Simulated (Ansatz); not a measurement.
Crystal: FeSi.

```
Fe Si
1.0
     4.55070    0.00000    0.00000
     0.00000    4.55070    0.00000
     0.00000    0.00000    4.55070
Fe Si
4 4
Cartesian
  3.9294 2.8966 1.6541
  2.8966 1.6541 3.9294
  1.6541 3.9294 2.8966
  0.6213 0.6213 0.6213
  0.7172 1.5582 2.9925
  1.5582 2.9925 0.7172
  2.9925 0.7172 1.5582
  3.8335 3.8335 3.8335
```

- Program: Ansatz 0.2.0
- Task: relaxation of cell and atoms
- Functional: r2SCAN
- Potentials or basis: Ansatz PAW
- Cutoff: 500 eV (not typed: the program's choice for these potentials)
- k mesh: 6 × 6 × 6
- Occupations: fermi-dirac, width 0.05 eV
- Spin: collinear spin, ferromagnetic start
- Starting moments: [3.0, 3.0, 3.0, 3.0, 0.0, 0.0, 0.0, 0.0] μB

At the start: volume 11.78 Å³/atom.

Task: How do energy, volume and symmetry change on relaxing?

Result: It ends after 6 steps and the volume is 10.88 Å³/atom (-7.7 %); space group P2_13 (No. 198, to 0.05 Å); moment 4.14 μB per cell.

Step by step:
| step | energy change (eV) | largest force (eV/Å) | volume (Å³) |
| --- | --- | --- | --- |
| 1 | 0.0000 | 0.1934 | 94.24 |
| 2 | -0.2988 | 0.0910 | 89.74 |
| 3 | -0.3535 | 0.0148 | 86.28 |
| 4 | -0.3574 | 0.0075 | 87.07 |
| 5 | -0.3575 | 0.0025 | 87.02 |
| 6 | -0.3541 | 0.0023 | 87.02 |

Final structure:
```cif
data_structure
_symmetry_space_group_name_H-M 'P 1'
_symmetry_Int_Tables_number 1
_cell_length_a 4.4313
_cell_length_b 4.4313
_cell_length_c 4.4313
_cell_angle_alpha 90.000
_cell_angle_beta 90.000
_cell_angle_gamma 90.000
_cell_volume 87.02
loop_
_atom_site_label
_atom_site_type_symbol
_atom_site_fract_x
_atom_site_fract_y
_atom_site_fract_z
_atom_site_occupancy
Fe1 Fe 0.86095 0.63905 0.36095 1
Fe2 Fe 0.63905 0.36095 0.86095 1
Fe3 Fe 0.36095 0.86095 0.63905 1
Fe4 Fe 0.13905 0.13905 0.13905 1
Si1 Si 0.15509 0.34491 0.65509 1
Si2 Si 0.34491 0.65509 0.15509 1
Si3 Si 0.65509 0.15509 0.34491 1
Si4 Si 0.84491 0.84491 0.84491 1
```

Caveat: the magnetic or orbital state may not be the lowest; the plane-wave basis is chosen anew once the cell has moved, so the energies of steps on either side of that aren't comparable; the PAW data sets come from PBE, with cores solved anew for the run's functional, which leaves a small shift of forces and pressure.
